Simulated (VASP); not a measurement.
# CdSe (F-43m) in VASP: settings compared

Aim: see how the results for CdSe move with the level of theory and the settings. Levels: PBEsol, PBE. Tasks: equation of state.

Program: VASP 6.6.1. These are calculated values, not measurements. Logs are shortened: lines on timing, memory, paths and dates and some standing lists are left out, and cuts for length are marked.

### Step 1. The crystal as given

The structure is cubic, space group F-43m (No. 216). Conventional cell: a = 6.141 Å, b = 6.141 Å, c = 6.141 Å, α = 90.00°, β = 90.00°, γ = 90.00°. Cd (site symmetry -43m) is surrounded by 4 Se at 2.66 Å. Se (site symmetry -43m) has 4 Cd at 2.66 Å as nearest neighbours.

Measurements of this composition are mostly on another form, of space group No. 186.

### Step 2. Equation of state, PBEsol, 27.21 Å³/atom (volume scaled by 0.94)

Contents of INCAR:

```
SYSTEM = CdSe
PREC = Accurate
ENCUT = 520
EDIFF = 1E-7
ISMEAR = -1
SIGMA = 0.05
LREAL = .FALSE.
LASPH = .TRUE.
NELM = 80
ALGO = Normal
ISIF = 2
LWAVE = .FALSE.
LCHARG = .FALSE.
GGA = PS
NBANDS = 16
```

Contents of KPOINTS:

```
regular mesh
0
G
  8 8 8
  0 0 0
```

Contents of POSCAR:

```
CdSe
1.0
    0.0000000000      3.0075950161      3.0075950161
    3.0075950161      0.0000000000      3.0075950161
    3.0075950161      3.0075950161      0.0000000000
Cd Se
1 1
Direct
    0.0000000000      0.0000000000      0.0000000000
    0.2500000000      0.2500000000      0.2500000000
```

Potentials or basis: VASP PAW PBE potentials, release 64 (Cd, Se).

Started as:

```bash
cat potpaw_PBE.64/Cd/POTCAR potpaw_PBE.64/Se/POTCAR > POTCAR
mpirun -np 1 vasp_std > vasp.out
```

OUTCAR:

```text
SYSTEM = CdSe
   PREC = Accurate
   ENCUT = 520
   EDIFF = 1E-7
   ISMEAR = -1
   LREAL = .FALSE.
   LASPH = .TRUE.
   NELM = 80
   ISIF = 2
   GGA = PS

 Found     29 irreducible k-points:

 Following reciprocal coordinates:
            Coordinates               Weight
  0.000000  0.000000  0.000000      1.000000
  0.125000  0.000000  0.000000      8.000000
  0.250000  0.000000  0.000000      8.000000
  0.375000  0.000000  0.000000      8.000000
  0.500000  0.000000  0.000000      4.000000
  0.125000  0.125000  0.000000      6.000000
   k-points           NKPTS =     29   k-points in BZ     NKDIM =     29   number of bands    NBANDS=     16
   number of dos      NEDOS =    301   number of ions     NIONS =      2
   total plane-waves  NPLWV =  32768
   dimension x,y,z NGX =    32 NGY =   32 NGZ =   32
   dimension x,y,z NGXF=    64 NGYF=   64 NGZF=   64
   ions per type =               1   1
   NGX,Y,Z   is equivalent  to a cutoff of  12.51, 12.51, 12.51 a.u.
   NGXF,Y,Z  is equivalent  to a cutoff of  25.01, 25.01, 25.01 a.u.
 SYSTEM =  CdSe
   PREC   = accura    normal or accurate (medium, high low for compatibility)
   ISTART =      0    job   : 0-new  1-cont  2-samecut
   ICHARG =      2    charge: 1-file 2-atom 10-const
   ISPIN  =      1    spin polarized calculation?
   LNONCOLLINEAR =      F non collinear calculations
   LSORBIT =      F    spin-orbit coupling
   LASPH  =      T    aspherical Exc in radial PAW
   ENCUT  =  520.0 eV  38.22 Ry    6.18 a.u.   7.91  7.91  7.91*2*pi/ulx,y,z
   NELM   =     80;   NELMIN=  2; NELMDL= -5     # of ELM steps
   EDIFF  = 0.1E-06   stopping-criterion for ELM
   LREAL  =      F    real-space projection
[... 7 lines left out ...]
   TEBEG  =    0.0;   TEEND  =   0.0 temperature during run
   PSTRESS=    0.0 pullay stress
   NELECT =      18.0000    total number of electrons
   NUPDOWN=      -1.0000    fix difference up-down
   EMIN   =  10.00;   EMAX   =-10.00  energy-range for DOS
   EFERMI =   0.00;   METHOD = LEGACY
   ISMEAR =    -1;   SIGMA  =   0.05  broadening in eV -4-tet -1-fermi 0-gaus
   EFERMI_NEDOS =   21; number of points for ismear=-14 and -15
   IALGO  =     38    algorithm
   IMIX   =      4    mixing-type and parameters
     AMIX     =   0.40;   BMIX     =  1.00
     AMIX_MAG =   1.60;   BMIX_MAG =  1.00
  volume/ion in A,a.u.               =      27.21       183.59
  Fermi-wavevector in a.u.,A,eV,Ry     =   1.132234  2.139613 17.442050  1.281955
  Thomas-Fermi vector in A             =   2.268935
   LORBIT       =      0    0 simple, 1 ext, 2 COOP (PROOUT), +10 PAW based schemes
   GGA     = PS    functional components
   LHFCALC =     F    Hartree Fock is set to
   AEXX    =    0.0000 exact exchange contribution
   IVDW    =     0    specifies the selected vdW correction
   LEPSILON=     F    determine dielectric tensor
   LRPA    =     F    only Hartree local field effects (RPA)
 non-spin polarized calculation
  energy-cutoff  :      520.00
  volume of cell :       54.41
 maximum number of plane-waves:      1477
   NGX = 15   NGY = 15   NGZ = 15

 number of electron      17.9999992 magnetization

 Free energy of the ion-electron system (eV)
  ---------------------------------------------------
  ext. energy  EPLUGINS =         0.00000000
  ---------------------------------------------------
  free energy    TOTEN  =        -6.16253570 eV

  energy without entropy =       -6.16251241  energy(sigma->0) =       -6.16252406

 E-fermi :   1.3949     XC(G=0):  -9.2522

 val. band max:        1.0842212201   @ k =   0.0000   0.0000   0.0000
 cond. band min:       1.6323223788   @ k =   0.0000   0.0000   0.0000
 fundamental gap:      0.5481011587
 Fermi energy:         1.3949302044

 k-point     1 :       0.0000    0.0000    0.0000
  band No.  band energies     occupation
      1     -11.7355      2.00000
      2      -6.9520      2.00000
      3      -6.9520      2.00000
      4      -6.9520      2.00000
      5      -6.5328      2.00000
      6      -6.5328      2.00000
[... 8 lines left out ...]
     15      12.2256      0.00000
     16      12.2256      0.00000

 k-point     2 :       0.1250    0.0000    0.0000
  band No.  band energies     occupation
      1     -11.6765      2.00000
      2      -6.9329      2.00000
      3      -6.9329      2.00000
      4      -6.9035      2.00000
      5      -6.5340      2.00000
      6      -6.5340      2.00000
[... 8 lines left out ...]
     15      11.3827      0.00000
     16      11.5287      0.00000

 k-point     3 :       0.2500    0.0000    0.0000
  band No.  band energies     occupation
      1     -11.5319      2.00000
      2      -6.8911      2.00000
      3      -6.8911      2.00000
      4      -6.7325      2.00000
      5      -6.5309      2.00000
      6      -6.5309      2.00000
[... 8 lines left out ...]
     15      11.1304      0.00000
     16      11.1304      0.00000

 k-point     4 :       0.3750    0.0000    0.0000
  band No.  band energies     occupation
      1     -11.3852      2.00000
      2      -6.8582      2.00000
      3      -6.8582      2.00000
      4      -6.5166      2.00000
      5      -6.5166      2.00000
      6      -6.4265      2.00000
[... 8 lines left out ...]
     15      12.0534      0.00000
     16      12.0534      0.00000

 k-point     5 :       0.5000    0.0000    0.0000
  band No.  band energies     occupation
      1     -11.3241      2.00000
      2      -6.8477      2.00000
      3      -6.8477      2.00000
      4      -6.5066      2.00000
      5      -6.5066      2.00000
      6      -6.2137      2.00000
[... 8 lines left out ...]
     15      13.2762      0.00000
     16      13.2762      0.00000

 k-point     6 :       0.1250    0.1250    0.0000
  band No.  band energies     occupation
      1     -11.6569      2.00000
      2      -6.9145      2.00000
      3      -6.9145      2.00000
      4      -6.9115      2.00000
      5      -6.5460      2.00000
      6      -6.5233      2.00000
[... 8 lines left out ...]
     15      12.0802      0.00000
     16      12.3580      0.00000

 [... further k-points ...]
[... 5 lines left out ...]
  --------------------------------------------------------------------------------------
  -------------------------------------------------------------------------------------
  Total        0.7630677      0.7630677      0.7630677      0.0000000      0.0000000     -0.0000000
  in kB       22.4690954     22.4690954     22.4690954      0.0000000      0.0000000     -0.0000000
  external PRESSURE =      22.4690954 kB  Pullay stress =       0.0000000 kB

 VOLUME and BASIS-vectors are now :
 -----------------------------------------------------------------------------
  energy-cutoff  :      520.00
  volume of cell :       54.41
      direct lattice vectors                 reciprocal lattice vectors
     0.000000000  3.007595016  3.007595016    -0.166245787  0.166245787  0.166245787
     3.007595016  0.000000000  3.007595016     0.166245787 -0.166245787  0.166245787
     3.007595016  3.007595016  0.000000000     0.166245787  0.166245787 -0.166245787

 POSITION                                       TOTAL-FORCE (eV/Angst)
 -----------------------------------------------------------------------------------
      0.00000      0.00000      0.00000        -0.000000     -0.000000     -0.000000
      1.50380      1.50380      1.50380         0.000000      0.000000      0.000000
 -----------------------------------------------------------------------------------
    total drift:                               -0.000000     -0.000000     -0.000000

  FREE ENERGIE OF THE ION-ELECTRON SYSTEM (eV)
  ---------------------------------------------------
  free  energy   TOTEN  =        -6.1625357025 eV

  energy  without entropy=       -6.1625124084  energy(sigma->0) =       -6.16252406
```

OSZICAR:

```text
N       E                     dE             d eps       ncg     rms          rms(c)
DAV:   1     0.104636748512E+03    0.10464E+03   -0.88655E+03   944   0.101E+03
DAV:   2    -0.262330159591E+01   -0.10726E+03   -0.10120E+03  1072   0.245E+02
DAV:   3    -0.652375329314E+01   -0.39005E+01   -0.38934E+01  1160   0.487E+01
DAV:   4    -0.653999161978E+01   -0.16238E-01   -0.16238E-01  1096   0.306E+00
DAV:   5    -0.654009227253E+01   -0.10065E-03   -0.10065E-03  1224   0.212E-01    0.645E+00
DAV:   6    -0.618774463323E+01    0.35235E+00   -0.56138E-01  1360   0.100E+01    0.511E+00
DAV:   7    -0.616380642279E+01    0.23938E-01   -0.13611E-01  1128   0.255E+00    0.226E+00
DAV:   8    -0.616261853739E+01    0.11879E-02   -0.14391E-02  1080   0.149E+00    0.228E-01
DAV:   9    -0.616249446408E+01    0.12407E-03   -0.14395E-03  1104   0.528E-01    0.447E-02
DAV:  10    -0.616251306273E+01   -0.18599E-04   -0.14531E-04  1208   0.157E-01    0.358E-02
DAV:  11    -0.616253594303E+01   -0.22880E-04   -0.40283E-05  1128   0.473E-02    0.146E-02
DAV:  12    -0.616253549933E+01    0.44370E-06   -0.17439E-06  1080   0.183E-02    0.666E-03
DAV:  13    -0.616253572766E+01   -0.22833E-06   -0.86599E-07  1144   0.561E-03    0.284E-03
DAV:  14    -0.616253570251E+01    0.25158E-07   -0.46876E-08   872   0.174E-03
   1 F= -.61625357E+01 E0= -.61625241E+01  d E =-.232941E-04
```

Run time: 17 s. Hardware: 1 thread of AMD EPYC 9R45 (Zen 5), shared host; peak memory 0.15 GiB.

What came out:

```
Free energy            : -6.1625 eV
Pressure               : 2.2 GPa
Band gap on the k mesh : 0.55 eV, direct
```

Caveat: the PAW data sets were made with another functional, which shifts forces and pressure a little.

### Step 3. Equation of state, PBEsol, 27.78 Å³/atom (volume scaled by 0.96)

INCAR is that of step 2.

KPOINTS is that of step 2.

Contents of POSCAR:

```
CdSe
1.0
    0.0000000000      3.0287759606      3.0287759606
    3.0287759606      0.0000000000      3.0287759606
    3.0287759606      3.0287759606      0.0000000000
Cd Se
1 1
Direct
    0.0000000000      0.0000000000      0.0000000000
    0.2500000000      0.2500000000      0.2500000000
```

Potentials or basis: VASP PAW PBE potentials, release 64 (Cd, Se).

Started as:

```bash
cat potpaw_PBE.64/Cd/POTCAR potpaw_PBE.64/Se/POTCAR > POTCAR
mpirun -np 1 vasp_std > vasp.out
```

It took 16 s on 1 thread of AMD EPYC 9R45 (Zen 5), shared host; peak memory 0.16 GiB.

It converged, with:

| Item | Value |
| --- | --- |
| Free energy | -6.1742 eV |
| Pressure | 1.0 GPa |
| Band gap on the k mesh | 0.51 eV, direct |

Caveat: the PAW data sets were made with another functional, which shifts forces and pressure a little.

[end of part 1 of 2]
